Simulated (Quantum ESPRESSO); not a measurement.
# HfO2 (Pca2_1) in Quantum ESPRESSO: a series of runs

One crystal, HfO2, is run at these levels: PBE, LDA, PBEsol; tasks: band structure, single point, equation of state.

All numbers are computed with Quantum ESPRESSO 7.5; they aren't measurements. Logs are shortened: lines on timing, memory, paths and dates and some standing lists are left out, and cuts for length are marked.

**1. Starting point**

The structure is orthorhombic, space group Pca2_1 (No. 29). Conventional cell: a = 5.219 Å, b = 5.005 Å, c = 5.033 Å, α = 90.00°, β = 90.00°, γ = 90.00°. Hf (site symmetry 1) is surrounded by 7 O at 2.02 to 2.23 Å. Around O (site symmetry 1) lie 3 Hf at 2.02 to 2.13 Å. O (site symmetry 1) has 4 Hf at 2.11 to 2.23 Å as nearest neighbours.

Measurements of this composition are mostly on another form, of space group No. 14.

**2. Band structure, PBE**

File pw.in:

```
&CONTROL
  calculation = 'scf'
  prefix = 'pwscf'
  outdir = './tmp'
  pseudo_dir = './pseudo'
  tprnfor = .true.
  tstress = .true.
  disk_io = 'low'
/
&SYSTEM
  ibrav = 0
  nat = 12
  ntyp = 2
  ecutwfc = 60
  ecutrho = 440
  nbnd = 62
  occupations = 'smearing'
  smearing = 'fd'
  degauss = 0.00367493
/
&ELECTRONS
  conv_thr = 2.4d-09
  electron_maxstep = 120
  mixing_beta = 0.5
/
ATOMIC_SPECIES
Hf   178.4900 Hf-sp.oncvpsp.upf
O     15.9990 O.pbe-n-kjpaw_psl.0.1.UPF
CELL_PARAMETERS bohr
   9.8633562679    0.0000000000    0.0000000000
   0.0000000000    9.4576326926    0.0000000000
   0.0000000000    0.0000000000    9.5103964160
ATOMIC_POSITIONS bohr
Hf     9.5378063309    6.9279128552    7.0513916473
Hf     5.2572280709    6.9279128552    2.2961934393
Hf     4.6061281970    2.5297198374    7.0513916473
Hf     0.3255499370    2.5297198374    2.2961934393
O      6.2348982461    8.7827870948    8.3621801982
O      8.5601361558    8.7827870948    3.6069819902
O      2.3075176011    5.1060155838    4.6818957815
O      2.6241605328    5.1060155838    9.4370939895
O      7.5558386668    4.3516171087    9.4370939895
O      7.2391957351    4.3516171087    4.6818957815
O      1.3032201121    0.6748455977    8.3621801982
O      3.6284580218    0.6748455977    3.6069819902
K_POINTS automatic
5 6 5 0 0 0
```

File bands.in:

```
&CONTROL
  calculation = 'bands'
  prefix = 'pwscf'
  outdir = './tmp'
  pseudo_dir = './pseudo'
  disk_io = 'low'
  verbosity = 'high'
/
&SYSTEM
  ibrav = 0
  nat = 12
  ntyp = 2
  ecutwfc = 60
  ecutrho = 440
  nbnd = 62
  occupations = 'smearing'
  smearing = 'fd'
  degauss = 0.00367493
/
&ELECTRONS
  conv_thr = 1d-08
  electron_maxstep = 120
  mixing_beta = 0.5
  diago_full_acc = .true.
/
ATOMIC_SPECIES
Hf   178.4900 Hf-sp.oncvpsp.upf
O     15.9990 O.pbe-n-kjpaw_psl.0.1.UPF
CELL_PARAMETERS bohr
   9.8633562679    0.0000000000    0.0000000000
   0.0000000000    9.4576326926    0.0000000000
   0.0000000000    0.0000000000    9.5103964160
ATOMIC_POSITIONS bohr
Hf     9.5378063309    6.9279128552    7.0513916473
Hf     5.2572280709    6.9279128552    2.2961934393
Hf     4.6061281970    2.5297198374    7.0513916473
Hf     0.3255499370    2.5297198374    2.2961934393
O      6.2348982461    8.7827870948    8.3621801982
O      8.5601361558    8.7827870948    3.6069819902
O      2.3075176011    5.1060155838    4.6818957815
O      2.6241605328    5.1060155838    9.4370939895
O      7.5558386668    4.3516171087    9.4370939895
O      7.2391957351    4.3516171087    4.6818957815
O      1.3032201121    0.6748455977    8.3621801982
O      3.6284580218    0.6748455977    3.6069819902
K_POINTS crystal
60
 0.0000000000  0.0000000000  0.0000000000 1
 0.0000000000  0.1250000000  0.0000000000 1
 0.0000000000  0.2500000000  0.0000000000 1
 0.0000000000  0.3750000000  0.0000000000 1
 0.0000000000  0.5000000000  0.0000000000 1
 0.0000000000  0.5000000000  0.1250000000 1
 0.0000000000  0.5000000000  0.2500000000 1
 0.0000000000  0.5000000000  0.3750000000 1
 0.0000000000  0.5000000000  0.5000000000 1
 0.0000000000  0.3750000000  0.5000000000 1
 0.0000000000  0.2500000000  0.5000000000 1
 0.0000000000  0.1250000000  0.5000000000 1
 0.0000000000  0.0000000000  0.5000000000 1
 0.0000000000  0.0000000000  0.3750000000 1
 0.0000000000  0.0000000000  0.2500000000 1
 0.0000000000  0.0000000000  0.1250000000 1
 0.0000000000  0.0000000000  0.0000000000 1
 0.1250000000  0.0000000000  0.0000000000 1
 0.2500000000  0.0000000000  0.0000000000 1
 0.3750000000  0.0000000000  0.0000000000 1
 0.5000000000  0.0000000000  0.0000000000 1
 0.5000000000  0.1000000000  0.0000000000 1
 0.5000000000  0.2000000000  0.0000000000 1
 0.5000000000  0.3000000000  0.0000000000 1
 0.5000000000  0.4000000000  0.0000000000 1
 0.5000000000  0.5000000000  0.0000000000 1
 0.5000000000  0.5000000000  0.1000000000 1
 0.5000000000  0.5000000000  0.2000000000 1
 0.5000000000  0.5000000000  0.3000000000 1
 0.5000000000  0.5000000000  0.4000000000 1
 0.5000000000  0.5000000000  0.5000000000 1
 0.5000000000  0.4000000000  0.5000000000 1
 0.5000000000  0.3000000000  0.5000000000 1
 0.5000000000  0.2000000000  0.5000000000 1
 0.5000000000  0.1000000000  0.5000000000 1
 0.5000000000  0.0000000000  0.5000000000 1
 0.5000000000  0.0000000000  0.4000000000 1
 0.5000000000  0.0000000000  0.3000000000 1
 0.5000000000  0.0000000000  0.2000000000 1
 0.5000000000  0.0000000000  0.1000000000 1
 0.5000000000  0.0000000000  0.0000000000 1
 0.0000000000  0.0000000000  0.5000000000 1
 0.1000000000  0.0000000000  0.5000000000 1
 0.2000000000  0.0000000000  0.5000000000 1
 0.3000000000  0.0000000000  0.5000000000 1
 0.4000000000  0.0000000000  0.5000000000 1
 0.5000000000  0.0000000000  0.5000000000 1
 0.5000000000  0.5000000000  0.0000000000 1
 0.4166666667  0.5000000000  0.0000000000 1
 0.3333333333  0.5000000000  0.0000000000 1
 0.2500000000  0.5000000000  0.0000000000 1
 0.1666666667  0.5000000000  0.0000000000 1
 0.0833333333  0.5000000000  0.0000000000 1
 0.0000000000  0.5000000000  0.0000000000 1
 0.0000000000  0.5000000000  0.5000000000 1
 0.1000000000  0.5000000000  0.5000000000 1
 0.2000000000  0.5000000000  0.5000000000 1
 0.3000000000  0.5000000000  0.5000000000 1
 0.4000000000  0.5000000000  0.5000000000 1
 0.5000000000  0.5000000000  0.5000000000 1
```

Potentials or basis: SSSP 1.3 efficiency PBE.

Launch:

```sh
> OMP_NUM_THREADS=1 mpirun -n 2 pw.x -nk 2 -in pw.in > pw.out
> OMP_NUM_THREADS=1 mpirun -n 2 pw.x -nk 2 -in bands.in > bands.out
```

pw.out:

```text
This program is part of the open-source Quantum ESPRESSO suite
     for quantum simulation of materials; please cite
         "P. Giannozzi et al., J. Phys.:Condens. Matter 21 395502 (2009);
         "P. Giannozzi et al., J. Phys.:Condens. Matter 29 465901 (2017);
         "P. Giannozzi et al., J. Chem. Phys. 152 154105 (2020);
     in publications or presentations arising from this work. More details at

     file O.pbe-n-kjpaw_psl.0.1.UPF: wavefunction(s)  2P renormalized
     Message from routine setup:
     using ibrav=0 with symmetry is DISCOURAGED, use correct ibrav instead

     K-points division:     npool     =       2
     Subspace diagonalization in iterative solution of the eigenvalue problem:
     a serial algorithm will be used

     G-vector sticks info
     --------------------
     sticks:   dense  smooth     PW     G-vecs:    dense   smooth      PW
     Sum        3271    1787    497               138313    55725    8389

     Using Slab Decomposition

     bravais-lattice index     =            0
     lattice parameter (alat)  =       9.8634  a.u.
     unit-cell volume          =     887.1678 (a.u.)^3
     number of atoms/cell      =           12
     number of atomic types    =            2
     number of electrons       =        96.00
     number of Kohn-Sham states=           62
     kinetic-energy cutoff     =      60.0000  Ry
     charge density cutoff     =     440.0000  Ry
     scf convergence threshold =      2.4E-09
     mixing beta               =       0.5000
     number of iterations used =            8  plain     mixing
     Exchange-correlation= SLA  PW   PBX  PBC
                           (   1   4   3   4   0   0   0)

     celldm(1)=   9.863356  celldm(2)=   0.000000  celldm(3)=   0.000000
     celldm(4)=   0.000000  celldm(5)=   0.000000  celldm(6)=   0.000000

     crystal axes: (cart. coord. in units of alat)
               a(1) = (   1.000000   0.000000   0.000000 )
               a(2) = (   0.000000   0.958866   0.000000 )
               a(3) = (   0.000000   0.000000   0.964215 )

     reciprocal axes: (cart. coord. in units 2 pi/alat)
               b(1) = (  1.000000  0.000000  0.000000 )
               b(2) = (  0.000000  1.042899  0.000000 )
               b(3) = (  0.000000  0.000000  1.037113 )

     PseudoPot. # 1 for Hf read from file:
     Hf-sp.oncvpsp.upf
     Pseudo is Norm-conserving + core correction, Zval = 12.0
     Generated using ONCVPSP code by D. R. Hamann
     Using radial grid of 1656 points,  8 beta functions with:
                l(1) =   0
                l(2) =   0
                l(3) =   1
                l(4) =   1
                l(5) =   2
                l(6) =   2
[... 30 lines left out ...]
         7        O      tau(   7) = (   0.2339485   0.5176753   0.4746757  )
         8        O      tau(   8) = (   0.2660515   0.5176753   0.9567832  )
         9        O      tau(   9) = (   0.7660515   0.4411903   0.9567832  )
        10        O      tau(  10) = (   0.7339485   0.4411903   0.4746757  )
        11        O      tau(  11) = (   0.1321274   0.0684195   0.8478027  )
        12        O      tau(  12) = (   0.3678725   0.0684195   0.3656952  )

     number of k points=    36  Fermi-Dirac smearing, width (Ry)=  0.0037
                       cart. coord. in units 2pi/alat
        k(    1) = (   0.0000000   0.0000000   0.0000000), wk =   0.0133333
        k(    2) = (   0.0000000   0.0000000   0.2074226), wk =   0.0266667
        k(    3) = (   0.0000000   0.0000000   0.4148452), wk =   0.0266667
        k(    4) = (   0.0000000   0.1738165   0.0000000), wk =   0.0266667
        k(    5) = (   0.0000000   0.1738165   0.2074226), wk =   0.0533333
        k(    6) = (   0.0000000   0.1738165   0.4148452), wk =   0.0533333
[... 28 lines left out ...]
        k(   35) = (   0.4000000  -0.5214495   0.2074226), wk =   0.0533333
        k(   36) = (   0.4000000  -0.5214495   0.4148452), wk =   0.0533333

     Dense  grid:   138313 G-vectors     FFT dimensions: (  72,  64,  64)

     Smooth grid:    55725 G-vectors     FFT dimensions: (  50,  48,  48)

     Initial potential from superposition of free atoms

     starting charge      95.9926, renormalised to      96.0000
     Starting wfcs are   72 randomized atomic wfcs
     Checking if some PAW data can be deallocated...

     Self-consistent Calculation

     iteration #  1     ecut=    60.00 Ry     beta= 0.50
     Davidson diagonalization with overlap
     ethr =  1.00E-02,  avg # of iterations =  2.0

     total energy              =    -784.98146817 Ry
     estimated scf accuracy    <       4.15172017 Ry
[... 71 lines left out ...]
     iteration # 12     ecut=    60.00 Ry     beta= 0.50
     Davidson diagonalization with overlap
     ethr =  3.93E-12,  avg # of iterations =  3.9

     End of self-consistent calculation

          k = 0.0000 0.0000 0.0000 (  6945 PWs)   bands (ev):

   -48.7663 -48.7454 -48.7452 -48.7433 -17.8309 -17.8094 -17.8028 -17.5280
   -17.4841 -17.4713 -17.4543 -17.4424 -17.4328 -17.3290 -17.3133 -17.3125
    -6.6139  -5.1967  -4.9756  -4.9569  -4.4222  -4.3204  -4.2170  -4.1817
     6.0233   6.1226   6.2494   6.9244   7.0726   7.1447   8.4627   8.5380
     8.5389   8.5672   9.0649   9.3323   9.5168   9.6363   9.7613   9.9858
    10.1623  10.3805  10.5088  10.6807  10.9505  11.4537  11.5705  11.6503
    16.6438  16.9037  17.0098  17.4426  17.5544  17.6851  17.6853  17.8362
    18.0916  18.5317  19.1123  19.1346  19.3560  19.3662
[... 377 lines left out ...]
   -48.7525 -48.7507 -48.7488 -48.7481 -17.8101 -17.8026 -17.7812 -17.7745
   -17.4296 -17.4155 -17.3982 -17.3911 -17.3698 -17.3685 -17.3569 -17.3466
    -5.5887  -5.4522  -5.3765  -5.3392  -4.3704  -4.3050  -4.3036  -4.2346
     6.9879   7.1944   7.3132   7.4023   7.5520   7.5587   7.6691   7.9240
     8.4887   8.6412   8.8748   8.9207   9.3902   9.4117   9.5102   9.7521
    10.0387  10.0984  10.1624  10.3246  10.5866  10.8130  10.8824  11.0429
    16.1805  16.3577  16.4643  16.7105  17.4367  17.5382  17.8078  17.9080
    18.4857  18.7924  18.8009  19.1257  20.2169  20.4154

     the Fermi energy is    14.3358 ev

!    total energy              =    -786.55431474 Ry
     estimated scf accuracy    <          4.1E-11 Ry
     smearing contrib. (-TS)   =      -0.00000000 Ry
     internal energy E=F+TS    =    -786.55431474 Ry

     The total energy is F=E-TS. E is the sum of the following terms:
     one-electron contribution =    -112.00152756 Ry
     hartree contribution      =     114.05580276 Ry
     xc contribution           =    -174.67692532 Ry
     ewald contribution        =    -537.85993825 Ry
     one-center paw contrib.   =     -76.07172636 Ry

     convergence has been achieved in  12 iterations

     Forces acting on atoms (cartesian axes, Ry/au):

     atom    1 type  1   force =     0.00166866    0.00050143    0.00281897
     atom    2 type  1   force =    -0.00166866    0.00050143    0.00281897
     atom    3 type  1   force =     0.00166866   -0.00050143    0.00281897
     atom    4 type  1   force =    -0.00166866   -0.00050143    0.00281897
     atom    5 type  2   force =    -0.00100877   -0.00042721   -0.00053050
     atom    6 type  2   force =     0.00100877   -0.00042721   -0.00053050
     atom    7 type  2   force =     0.00055950    0.00234116   -0.00228847
     atom    8 type  2   force =    -0.00055950    0.00234116   -0.00228847
     atom    9 type  2   force =    -0.00055950   -0.00234116   -0.00228847
     atom   10 type  2   force =     0.00055950   -0.00234116   -0.00228847
     atom   11 type  2   force =    -0.00100877    0.00042721   -0.00053050
     atom   12 type  2   force =     0.00100877    0.00042721   -0.00053050

     Total force =     0.009694     Total SCF correction =     0.000005

     Computing stress (Cartesian axis) and pressure

          total   stress  (Ry/bohr**3)                   (kbar)     P=       76.29
   0.00052280   0.00000000   0.00000000           76.91        0.00        0.00
   0.00000000   0.00052363   0.00000000            0.00       77.03        0.00
   0.00000000   0.00000000   0.00050939            0.00        0.00       74.93

=------------------------------------------------------------------------------=
   JOB DONE.
=------------------------------------------------------------------------------=
```

Run time: 10 min. Hardware: 2 MPI ranks of Arm Neoverse V1, shared host; peak memory 0.74 GiB.

What came out:

- Free energy: -10701.6166 eV
- Pressure: 7.6 GPa
- Largest force: 0.085 eV/Å
- Band gap on the k mesh: 4.48 eV, indirect (least direct gap 4.68 eV)
- Band gap along the path: 4.56 eV, indirect (least direct gap 4.67 eV)

Forces on the atoms (eV/Å):
```
Hf   0.043  0.013  0.072
Hf  -0.043  0.013  0.072
Hf   0.043 -0.013  0.072
Hf  -0.043 -0.013  0.072
O   -0.026 -0.011 -0.014
O    0.026 -0.011 -0.014
O    0.014  0.060 -0.059
O   -0.014  0.060 -0.059
O   -0.014 -0.060 -0.059
O    0.014 -0.060 -0.059
O   -0.026  0.011 -0.014
O    0.026  0.011 -0.014
```

Levels at the corners of the path, in eV from the valence-band top:
```
point  band 45  band 46  band 47  band 48  band 49  band 50  band 51  band 52
    Γ    -0.70    -0.20    -0.08     0.00     4.99     5.25     5.36     5.79
    X    -0.81    -0.40    -0.19    -0.12     4.57     4.95     5.02     5.65
    S    -1.01    -1.01    -0.36    -0.36     4.60     4.60     4.99     4.99
    Y    -0.35    -0.35    -0.27    -0.27     4.71     4.71     5.36     5.36
    Γ    -0.70    -0.20    -0.08     0.00     4.99     5.25     5.36     5.79
    Z    -0.69    -0.69    -0.40    -0.40     5.26     5.26     5.67     5.67
    U    -0.64    -0.64    -0.47    -0.47     4.75     4.75     5.20     5.20
    R    -0.84    -0.84    -0.84    -0.84     4.73     4.73     4.73     4.73
    T    -0.70    -0.70    -0.70    -0.70     5.25     5.25     5.25     5.25
    Z    -0.69    -0.69    -0.40    -0.40     5.26     5.26     5.67     5.67
    Y    -0.35    -0.35    -0.27    -0.27     4.71     4.71     5.36     5.36
    T    -0.70    -0.70    -0.70    -0.70     5.25     5.25     5.25     5.25
    U    -0.64    -0.64    -0.47    -0.47     4.75     4.75     5.20     5.20
    X    -0.81    -0.40    -0.19    -0.12     4.57     4.95     5.02     5.65
    S    -1.01    -1.01    -0.36    -0.36     4.60     4.60     4.99     4.99
    R    -0.84    -0.84    -0.84    -0.84     4.73     4.73     4.73     4.73
```

Caveat: some levels on the path didn't converge; spin-orbit coupling is left out, which moves the levels of the heavy elements. As with any semilocal functional, this PBE gap is likely too small.

**3. Single point, LDA, 10.30 Å³/atom**

File pw.in:

```
&CONTROL
  calculation = 'scf'
  prefix = 'pwscf'
  outdir = './tmp'
  pseudo_dir = './pseudo'
  tprnfor = .true.
  tstress = .true.
  disk_io = 'nowf'
/
&SYSTEM
  ibrav = 0
  nat = 12
  ntyp = 2
  ecutwfc = 45
  ecutrho = 360
  nbnd = 62
  occupations = 'smearing'
  smearing = 'fd'
  degauss = 0.00367493
/
&ELECTRONS
  conv_thr = 2.4d-09
  electron_maxstep = 120
  mixing_beta = 0.5
/
ATOMIC_SPECIES
Hf   178.4900 hf_lda_v1.uspp.F.UPF
O     15.9990 o_lda_v1.2.uspp.F.UPF
CELL_PARAMETERS angstrom
   5.1129138024    0.0000000000    0.0000000000
   0.0000000000    4.9025969881    0.0000000000
   0.0000000000    0.0000000000    4.9299483645
ATOMIC_POSITIONS crystal
Hf     0.9669940000    0.7325208200    0.7414403500
Hf     0.5330060000    0.7325208200    0.2414403500
Hf     0.4669940000    0.2674791800    0.7414403500
Hf     0.0330060000    0.2674791800    0.2414403500
O      0.6321274500    0.9286454000    0.8792672600
O      0.8678725500    0.9286454000    0.3792672600
O      0.2339485200    0.5398830500    0.4922923900
O      0.2660514800    0.5398830500    0.9922923900
O      0.7660514800    0.4601169500    0.9922923900
O      0.7339485200    0.4601169500    0.4922923900
O      0.1321274500    0.0713546000    0.8792672600
O      0.3678725500    0.0713546000    0.3792672600
K_POINTS automatic
4 5 4 0 0 0
```

Potentials or basis: GBRV 1.5 LDA.

Launch:

```sh
> OMP_NUM_THREADS=1 mpirun -n 2 pw.x -nk 2 -in pw.in > pw.out
```

It took 1.8 min on 2 MPI ranks of Arm Neoverse V1, shared host; peak memory 0.94 GiB.

The run converged. Its results:

| Property | Result |
| --- | --- |
| Free energy | -12172.4290 eV |
| Pressure | 11.6 GPa |
| Largest force | 0.310 eV/Å |
| Band gap on the k mesh | 4.58 eV, indirect (least direct gap 4.82 eV) |

Caveat: spin-orbit coupling is left out, which moves the levels of the heavy elements; an odd mesh through Γ misses points on the zone boundary, where band edges often lie.

**4. Single point, LDA, 10.52 Å³/atom**

Edit pw.in of step 3 so:

```diff
@@ -29,5 +29,5 @@
 CELL_PARAMETERS angstrom
-   5.1129138024    0.0000000000    0.0000000000
-   0.0000000000    4.9025969881    0.0000000000
-   0.0000000000    0.0000000000    4.9299483645
+   5.1489214240    0.0000000000    0.0000000000
+   0.0000000000    4.9371234566    0.0000000000
+   0.0000000000    0.0000000000    4.9646674546
 ATOMIC_POSITIONS crystal
```

Launch:

```sh
> OMP_NUM_THREADS=1 mpirun -n 2 pw.x -nk 2 -in pw.in > pw.out
```

Wall time 2 min (2 MPI ranks of Arm Neoverse V1, shared host); peak memory 0.94 GiB.

It converged, with:

* Free energy: -12172.5707 eV
* Pressure: 4.9 GPa
* Largest force: 0.216 eV/Å
* Band gap on the k mesh: 4.50 eV, indirect (least direct gap 4.75 eV)

Caveat: spin-orbit coupling is left out, which moves the levels of the heavy elements; an odd mesh through Γ misses points on the zone boundary, where band edges often lie.

**5. Single point, LDA, 10.74 Å³/atom**

Edit pw.in of step 4 so:

```diff
@@ -29,5 +29,5 @@
 CELL_PARAMETERS angstrom
-   5.1489214240    0.0000000000    0.0000000000
-   0.0000000000    4.9371234566    0.0000000000
-   0.0000000000    0.0000000000    4.9646674546
+   5.1844323491    0.0000000000    0.0000000000
+   0.0000000000    4.9711736599    0.0000000000
+   0.0000000000    0.0000000000    4.9989076225
 ATOMIC_POSITIONS crystal
```

Launch:

```sh
> OMP_NUM_THREADS=1 mpirun -n 2 pw.x -nk 2 -in pw.in > pw.out
```

Run time: 2.2 min. Hardware: 2 MPI ranks of Arm Neoverse V1, shared host; peak memory 0.96 GiB.

It converged, with:

```
Free energy            : -12172.6087 eV
Pressure               : -1.0 GPa
Largest force          : 0.137 eV/Å
Band gap on the k mesh : 4.43 eV, indirect (least direct gap 4.68 eV)
```

Caveat: spin-orbit coupling is left out, which moves the levels of the heavy elements; an odd mesh through Γ misses points on the zone boundary, where band edges often lie.

**6. Single point, LDA, 10.96 Å³/atom**

Edit pw.in of step 5 so:

```diff
@@ -29,5 +29,5 @@
 CELL_PARAMETERS angstrom
-   5.1844323491    0.0000000000    0.0000000000
-   0.0000000000    4.9711736599    0.0000000000
-   0.0000000000    0.0000000000    4.9989076225
+   5.2194633600    0.0000000000    0.0000000000
+   0.0000000000    5.0047636900    0.0000000000
+   0.0000000000    0.0000000000    5.0326850500
 ATOMIC_POSITIONS crystal
```

Potentials or basis: GBRV 1.5 LDA.

Launch:

```sh
> OMP_NUM_THREADS=1 mpirun -n 2 pw.x -nk 2 -in pw.in > pw.out
```

Wall time 2.2 min (2 MPI ranks of Arm Neoverse V1, shared host); peak memory 0.96 GiB.

Results (log left out):

| Property | Result |
| --- | --- |
| Free energy | -12172.5534 eV |
| Pressure | -6.4 GPa |
| Largest force | 0.095 eV/Å |
| Band gap on the k mesh | 4.36 eV, indirect (least direct gap 4.61 eV) |

Caveat: spin-orbit coupling is left out, which moves the levels of the heavy elements; an odd mesh through Γ misses points on the zone boundary, where band edges often lie.

(Part 1 of 2 ends here.)
